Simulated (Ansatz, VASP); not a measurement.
# One calculation of InSb, two programs

```
In Sb
1.0
     0.00000    3.01981    3.01981
     3.01981    0.00000    3.01981
     3.01981    3.01981    0.00000
In Sb
1 1
Direct
  0.50000 0.50000 0.50000
  0.00000 0.00000 0.00000
```

Alike in both runs: functional PBEsol; k mesh 12 × 12 × 12; occupations gaussian, width 0.1 eV; no spin polarisation.

Ansatz relaxed the structure, and its values are those at the end. VASP's run is a single point on that final structure, the one shown.

|  | VASP | Ansatz |
| --- | --- | --- |
| version | VASP 6.6.1 | Ansatz 0.2.0 |
| potentials or method | VASP PAW PBE potentials, release 64 (In_d, Sb) | scalar-relativistic, plane waves, PAW |
| plane-wave cutoff (eV) | 520 | 420 |
| valence electrons in the cell | 18 | 28 |

```csv
,VASP,Ansatz,Ansatz less VASP
gap on the k mesh at the Fermi level (eV),none,none,-
pressure (GPa),0.0,-0.1,-0.08
```

A gap of «none» marks a metal or a gap that the smearing closes. The two sets of potentials don't hold the same shells in valence.

Caveats: the PAW data sets were made with another functional, which shifts forces and pressure a little (VASP). The runs have no spin-orbit coupling, so splittings on Sb are missing.
